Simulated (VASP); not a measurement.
The system is BAs.

```xyz
2
Lattice="0.0000 2.3885 2.3885 2.3885 0.0000 2.3885 2.3885 2.3885 0.0000" Properties=species:S:1:pos:R:3 pbc="T T T"
As    3.5827    3.5827    3.5827
B     0.0000    0.0000    0.0000
```

- Program: VASP 6.6.1
- Task: relaxation of cell and atoms
- Functional: PW91
- Potentials or basis: VASP PAW PBE potentials, release 64 (As, B)
- Cutoff: 600 eV
- k mesh: 10 × 10 × 10
- Occupations: fermi-dirac, width 0.05 eV
- Spin: no spin polarisation

At the start: pressure 3.6 GPa; volume 13.63 Å³/atom.

Where does the relaxation end?

Over 3 steps the energy falls by 4.0 meV/atom and the volume is 13.99 Å³/atom (+2.6 %); space group F-43m (No. 216, to 0.05 Å).

The path:
```tsv
step	energy change (eV)	largest force (eV/Å)	pressure (GPa)	volume (Å³)
1	0.0000	0.0000	3.63	27.25
2	-0.0042	0.0000	-2.32	28.49
3	-0.0080	0.0000	0.01	27.97
```

Final structure:
```cif
data_structure
_symmetry_space_group_name_H-M 'P 1'
_symmetry_Int_Tables_number 1
_cell_length_a 3.4074
_cell_length_b 3.4074
_cell_length_c 3.4074
_cell_angle_alpha 60.000
_cell_angle_beta 60.000
_cell_angle_gamma 60.000
_cell_volume 27.97
loop_
_atom_site_label
_atom_site_type_symbol
_atom_site_fract_x
_atom_site_fract_y
_atom_site_fract_z
_atom_site_occupancy
As1 As 0.75000 0.75000 0.75000 1
B1 B 0.00000 0.00000 0.00000 1
```

Caveat: the PAW data sets were made with another functional, which shifts forces and pressure a little.
